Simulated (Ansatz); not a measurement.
MnO:

```
Mn O
1.0
     2.97129   -1.71698    0.00000
     2.97129    1.71698    0.00000
    -1.98463    0.00000    2.81031
Mn O
1 1
Direct
  0.50020 0.50020 0.50067
  0.74980 0.74980 0.24934
```

The cell comes from a database or a generator and needn't be the stable form of this composition.

```yaml
Program: Ansatz 0.2.0
Task: relaxation of cell and atoms
Functional: HSE03
Potentials_or_basis: Ansatz PAW
Cutoff: "420 eV (not typed: the program's choice for these potentials)"
k_mesh: 5 × 5 × 5
Occupations: fermi-dirac, width 0.05 eV
Spin: collinear spin, ferromagnetic start
Starting_moments: "[4.0, 0.0] μB"
```

At the start: volume 14.34 Å³/atom.

Problem. How do energy, volume and symmetry change on relaxing?

Solution. It ends after 7 steps and the volume is 13.71 Å³/atom (-4.4 %); space group F-43m (No. 216, to 0.05 Å); moment 5.00 μB per cell.

Step by step:
```csv
step,energy change (eV),largest force (eV/Å),volume (Å³)
1,0.0000,0.0019,28.67
2,-0.0205,0.0020,27.81
3,-0.0236,0.0030,27.41
4,-0.0235,0.0002,27.44
5,-0.0202,0.0002,27.44
6,-0.0203,0.0001,27.41
7,-0.0202,0.0001,27.41
```

Final structure:
```xyz
2
Lattice="2.9310 -1.6923 0.0019 2.9310 1.6923 0.0019 -1.9559 0.0000 2.7622" Properties=species:S:1:pos:R:3 pbc="T T T"
Mn    1.9531    0.0000    1.3830
O     3.9076    0.0000    0.6934
```

Caveat: the k mesh is coarse (spacing up to 0.45 Å⁻¹), so the values aren't converged, least of all with exact exchange; the magnetic or orbital state may not be the lowest; the plane-wave basis is chosen anew once the cell has moved, so the energies of steps on either side of that aren't comparable; the pressure holds a Pulay correction of +0.5 GPa for the finite cutoff; a cell with one magnetic atom can't hold antiferromagnetic order, which such compounds often take; the PAW data sets come from PBE, with cores solved anew for the run's functional, which leaves a small shift of forces and pressure.
